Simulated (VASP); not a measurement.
A VASP 6.6.1 single-point calculation on CdTe

INCAR

```
NSW = 0
ISMEAR = 0
GGA = PE
EDIFF = 1E-7
IBRION = -1
LCHARG = .FALSE.
NBANDS = 49
LWAVE = .FALSE.
ENCUT = 520
NELM = 97
LASPH = .TRUE.
ALGO = Normal
ISIF = 2
LREAL = .FALSE.
PREC = Accurate
SIGMA = 0.01
```

KPOINTS

```
KPOINTS created by Atomic Simulation Environment
0
Gamma
6 6 6
0 0 0
```

POSCAR

```
Cd Te
 1.0000000000000000
     0.0000000000000000    3.1487569115000000    3.1487569115000000
     3.1487569115000000    0.0000000000000000    3.1487569115000000
     3.1487569115000000    3.1487569115000000    0.0000000000000000
 Cd  Te
   1   1
Cartesian
  0.0000000000000000  0.0000000000000000  0.0000000000000000
  1.5743784557500000  1.5743784557500000  1.5743784557500000
```

The recommended PBE PAW datasets give the neutral cell 18 valence electrons.

Command

```
mpirun -np 1 vasp_std
```

OSZICAR

```
N       E                     dE             d eps       ncg     rms          rms(c)
DAV:   1     0.147665857141E+03    0.14767E+03   -0.67501E+03  1616   0.324E+02
DAV:   2     0.357195904156E+01   -0.14409E+03   -0.12037E+03  1845   0.112E+02
DAV:   3    -0.477093955592E+01   -0.83429E+01   -0.82362E+01  1935   0.290E+01
DAV:   4    -0.482332361880E+01   -0.52384E-01   -0.52365E-01  1840   0.234E+00
DAV:   5    -0.482373138045E+01   -0.40776E-03   -0.40774E-03  1880   0.194E-01    0.675E+00
DAV:   6    -0.461223793618E+01    0.21149E+00   -0.87772E-02  1944   0.258E+00    0.506E+00
DAV:   7    -0.459284950598E+01    0.19388E-01   -0.32817E-02  1952   0.670E-01    0.199E+00
DAV:   8    -0.459392041836E+01   -0.10709E-02   -0.98057E-03  1840   0.404E-01    0.341E-01
DAV:   9    -0.459388340542E+01    0.37013E-04   -0.20603E-04  1912   0.554E-02    0.200E-01
DAV:  10    -0.459399704259E+01   -0.11364E-03   -0.12725E-04  1823   0.298E-02    0.353E-02
DAV:  11    -0.459401373079E+01   -0.16688E-04   -0.88133E-06  1904   0.776E-03    0.118E-02
DAV:  12    -0.459402455613E+01   -0.10825E-04   -0.67105E-06  1774   0.635E-03    0.725E-03
DAV:  13    -0.459402498439E+01   -0.42826E-06   -0.15920E-07  1976   0.111E-03    0.237E-03
DAV:  14    -0.459402497041E+01    0.13972E-07   -0.12654E-07  1796   0.883E-04
   1 F= -.45940250E+01 E0= -.45940250E+01  d E =-.934337E-20
```

Standard output (part)

```
POSCAR found type information on POSCAR CdTe
 POSCAR found :  2 types and       2 ions
 LDA part: xc-table for (Slater+PW92), standard interpolation
 POSCAR, INCAR and KPOINTS ok, starting setup
 WAVECAR not read
 entering main loop
```

From OUTCAR

```
k-points           NKPTS =     16   k-points in BZ     NKDIM =     16   number of bands    NBANDS=     49

   NELECT =      18.0000    total number of electrons

   dimension x,y,z NGX =    36 NGY =   36 NGZ =   36
   dimension x,y,z NGXF=    72 NGYF=   72 NGZF=   72

  energy-cutoff  :      520.00
  volume of cell :       62.44
      direct lattice vectors                 reciprocal lattice vectors
     0.000000000  3.148756912  3.148756912    -0.158792823  0.158792823  0.158792823
     3.148756912  0.000000000  3.148756912     0.158792823 -0.158792823  0.158792823
     3.148756912  3.148756912  0.000000000     0.158792823  0.158792823 -0.158792823

 k-points in reciprocal lattice and weights: KPOINTS created by Atomic Simulation Env
   0.00000000  0.00000000  0.00000000       0.005
   0.16666667  0.00000000  0.00000000       0.037
   0.33333333  0.00000000  0.00000000       0.037
   0.50000000  0.00000000  0.00000000       0.019
   0.16666667  0.16666667  0.00000000       0.028
   0.33333333  0.16666667  0.00000000       0.111
   0.50000000  0.16666667  0.00000000       0.111
  -0.33333333  0.16666667  0.00000000       0.111
   ...

 E-fermi :   3.2420

 k-point     1 :       0.0000    0.0000    0.0000
  band No.  band energies     occupation
      1      -8.5266      2.00000
      2      -5.4493      2.00000
      3      -5.4493      2.00000
      4      -5.4493      2.00000
      5      -5.1195      2.00000
      6      -5.1195      2.00000
      7       3.1815      2.00000
      8       3.1815      2.00000
      9       3.1815      2.00000
     10       4.2202      0.00000
     11       7.7060      0.00000
     12       7.7060      0.00000
     13       7.7060      0.00000
     14      10.7474      0.00000
     15      12.6840      0.00000
     16      12.6840      0.00000
     17      13.2954      0.00000
     18      13.2954      0.00000
     19      13.2954      0.00000
     20      15.9481      0.00000
     21      23.2630      0.00000
     22      23.2630      0.00000
     23      23.2630      0.00000
     24      24.8012      0.00000
     25      24.8012      0.00000
     26      24.8012      0.00000
     27      26.2671      0.00000
     28      26.2671      0.00000
     29      26.2671      0.00000
     30      26.4150      0.00000
     31      26.4150      0.00000
     32      31.5781      0.00000
     33      32.5273      0.00000
     34      32.5273      0.00000
     35      32.5273      0.00000
     36      33.4456      0.00000
     37      33.4456      0.00000
     38      33.5410      0.00000
     39      35.5359      0.00000
     40      35.5359      0.00000
     41      35.5359      0.00000
     42      35.7296      0.00000
     43      35.7296      0.00000
     44      35.7296      0.00000
     45      37.3061      0.00000
     46      37.3061      0.00000
     47      37.3061      0.00000
     48      37.7080      0.00000
     49      37.7080      0.00000

 ...

  Total        2.9965892      2.9965892      2.9965892      0.0000000      0.0000000      0.0000000
  in kB       76.8936355     76.8936355     76.8936355      0.0000000      0.0000000      0.0000000
  external PRESSURE =      76.8936355 kB  Pullay stress =       0.0000000 kB

 POSITION                                       TOTAL-FORCE (eV/Angst)
 -----------------------------------------------------------------------------------
      0.00000      0.00000      0.00000         0.000000      0.000000     -0.000000
      1.57438      1.57438      1.57438        -0.000000     -0.000000      0.000000
 -----------------------------------------------------------------------------------
    total drift:                               -0.000000     -0.000000     -0.000000

  FREE ENERGIE OF THE ION-ELECTRON SYSTEM (eV)
  ---------------------------------------------------
  free  energy   TOTEN  =        -4.5940249704 eV

  energy  without entropy=       -4.5940249704  energy(sigma->0) =       -4.59402497
```

It converged. Results: gap between bands v and c on the k mesh 1.04 eV; least direct gap on the k mesh 1.04 eV; pressure 7.7 GPa. Band v is the last that the valence electrons fill when counted band by band, and c is the next.

For comparison, a separate r²SCAN run of the intended cell, on usual settings and not on those above, gives a gap of 1.56 eV on its mesh and a pressure of 6.7 GPa.

The run above took about 59 s on one core of a shared host (Intel Xeon Platinum 8488C) and held 0.21 GiB at most.
